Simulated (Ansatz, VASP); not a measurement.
## ZnSe: VASP beside Ansatz

```
CELL_PARAMETERS angstrom
0.00000 2.86214 2.83380
2.86214 0.00000 2.83380
2.86214 2.86214 0.00000
ATOMIC_POSITIONS crystal
Zn 0.00000 0.00000 0.00000
Se 0.75000 0.75000 0.75000
```

Change from the starting cell: equal xx and yy strain of +1 %.

Alike in both runs: task single point; functional LDA; k mesh 8 × 8 × 8; occupations fermi-dirac, width 0.03 eV; no spin polarisation.

```csv
,VASP,Ansatz
version,VASP 6.6.1,Ansatz 0.2.0
potentials or method,"VASP PAW LDA potentials, release 64 (Zn, Se), cutoff 520 eV","all-electron LAPW, scalar-relativistic"
```

```csv
,VASP,Ansatz,Ansatz less VASP
pressure (GPa),-4.2,-4.4,-0.26
largest component of the traceless stress (GPa),0.26,0.26,+0.001
```

Ansatz ran all-electron here, so the differences hold the error of VASP's frozen core and of both bases.
